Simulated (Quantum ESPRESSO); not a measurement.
Mn3Si:

```
Mn Si
1.0
     0.00000    2.86100    2.86100
     2.86100    0.00000    2.86100
     2.86100    2.86100    0.00000
Mn Si
3 1
Cartesian
  4.2915 4.2915 4.2915
  1.4305 1.4305 1.4305
  2.8610 2.8610 2.8610
  0.0000 0.0000 0.0000
```

Base run:

* Program: Quantum ESPRESSO 7.5
* Functional: PBEsol
* Potentials or basis: GBRV 1.5 PBEsol
* Cutoff: 612 eV
* Density cutoff: 4898 eV
* k mesh: 7 × 7 × 7
* Occupations: fermi-dirac, width 0.05 eV
* Spin: collinear spin, ferromagnetic start
* Starting moments: [4.0, 4.0, 4.0, 0.0] μB
* Hubbard terms: Mn d U = 2 eV

Its results: band gap on the k mesh none (metal or under the smearing width); pressure 14.5 GPa; net moment 8.97 μB per cell; site moments Mn +2.97, +2.94; Si -0.17 μB.

The run is repeated on the same cell with these changes: hubbard terms from Mn d U = 2 eV to none. What comes out?

Band gap on the k mesh none (metal or under the smearing width); pressure -15.8 GPa; net moment 1.01 μB per cell; site moments Mn -0.84, +2.61; Si +0.04 μB.

Caveats: the U is typed as a test and isn't derived for this compound (some runs).
